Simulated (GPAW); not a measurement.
Runs of GPAW 26.7.0 on Ga. Symmetry: Cmce, No. 64, orthorhombic system. Conventional cell: a = 4.523 Å, b = 7.661 Å, c = 4.524 Å, α = 90.00°, β = 90.00°, γ = 90.00°. Around Ga (site symmetry m) lie 7 Ga at 2.48 to 2.79 Å. 

| task | level | potentials or basis | cell | k mesh | band path | band points | gap on the mesh (eV) | pressure (GPa) | largest force (eV/Å) |
| --- | --- | --- | --- | --- | --- | --- | --- | --- | --- |
| single point | PBEsol | PAW data sets generated in the run's folder for this functional, pw | atoms moved at random, drawn with an rms of 0.05 Å | 7 × 7 × 6 | - | - | none | -0.7 | 0.47 |
| band structure | LDA | the program's PAW data sets (release 1.2.1) made for this functional, pw | as given | 6 × 6 × 5 | GXSRAZGYX1A1TY,ZT | 60 | - | -2.8 | 0.11 |
| band structure | PBEsol | PAW data sets generated in the run's folder for this functional, pw | as given | 6 × 6 × 5 | GXSRAZGYX1A1TY,ZT | 60 | - | -0.7 | 0.10 |
| single point | PBEsol | PAW data sets generated in the run's folder for this functional, pw | as given | 7 × 7 × 6 | - | - | none | (a) | 0.11 |

Alike in all rows: no spin polarisation; cutoff (eV) 600; smearing fermi-dirac 0.05 eV.

Fill in the values left out.

(a) -0.8.

A k mesh can miss the band edges, and the runs leave out spin-orbit coupling on Ga.

A gap of «none» marks a metal or a gap under the smearing width.
